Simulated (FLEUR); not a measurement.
CdSe under changes of volume

One of the cells (28.942 Å³/atom); the others are scaled copies at fixed shape and fractional positions:

```
Cd Se
1.0
     0.00000    3.07027    3.07027
     3.07027    0.00000    3.07027
     3.07027    3.07027    0.00000
Cd Se
1 1
Cartesian
  0.0000 0.0000 0.0000
  1.5351 1.5351 1.5351
```

Measurements of this composition are mostly on another form, of space group No. 186.

| Property | Result |
| --- | --- |
| Program | FLEUR MaX-R8.1 (later development tree) |
| Functional | r2SCAN |
| Potentials or basis | all-electron |
| Basis | FLAPW |
| Kmax | 4.73 1/bohr |
| k mesh | 8 × 8 × 8 |
| Occupations | fermi-dirac, width 0.05 eV |
| Spin | no spin polarisation |

| volume (Å³/atom) | energy over the lowest point (meV/atom) | gap on the mesh (eV) |
| --- | --- | --- |
| 27.206 | ? | ? |
| 27.784 | 7.01 | 1.12 |
| 28.942 | 0.00 | 1.02 |
| 30.100 | 7.44 | 0.93 |
| 30.679 | 15.84 | 0.88 |

Q: What does the run at 27.206 Å³/atom give?

A: Energy over the lowest point 17.29 meV/atom; gap on the mesh 1.16 eV.

Worked out: A Birch-Murnaghan fit of order 2 (a polynomial in V^(-2/3)) to the other rows has its minimum at 28.89 Å³/atom with B0 = V·E''(V) = 50 GPa. It gives 16.94 meV/atom at 27.206 Å³/atom, against the run's 17.29. A straight line through the other rows of the gap, of slope -2.4 eV per unit of ln V (its deformation potential), extrapolates to 1.17 eV, against the run's 1.16.

Energies are extrapolated to zero smearing.

Caveats: the meta-GGA is that of a development version, with a GGA for the radial functions and cores and without core tails.

Spin-orbit coupling on Cd, Se is left out.
